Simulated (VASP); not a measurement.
A run of VASP 6.6.1:

The input INCAR:

```
PREC = Accurate
ENCUT = 700
EDIFF = 1E-7
ISMEAR = 0
SIGMA = 0.1
LREAL = F
LASPH = T
NELM = 80
ALGO = Normal
ISIF = 3
LWAVE = F
LCHARG = F
GGA = PE
IBRION = 2
NSW = 80
EDIFFG = -0.002
```

KPOINTS

```
regular mesh
0
Gamma
  18 18 18
```

POSCAR

```
Mo
1.0
   -1.5734150000      1.5734150000      1.5734150000
    1.5734150000     -1.5734150000      1.5734150000
    1.5734150000      1.5734150000     -1.5734150000
Mo
1
Direct
    0.0000000000      0.0000000000      0.0000000000
```

Potentials or basis: VASP PAW PBE potentials, release 64 (Mo_sv).

The run is started by

```sh
$ cat potpaw_PBE.64/Mo_sv/POTCAR > POTCAR
$ mpirun -np 1 vasp_std > vasp.out
```

Hardware: 1 thread of Intel(R) Xeon(R) Platinum 8175M CPU @ 2.50GHz (Skylake/Cascade Lake) (shared host).

Question: How long does it take, and how much memory?

Answer: Wall time 120 s on 1 thread of Intel(R) Xeon(R) Platinum 8175M CPU @ 2.50GHz (Skylake/Cascade Lake), with other jobs on the host, peak memory 0.19 GiB. Counts: scf iterations 40, k points 195, ion steps 7.
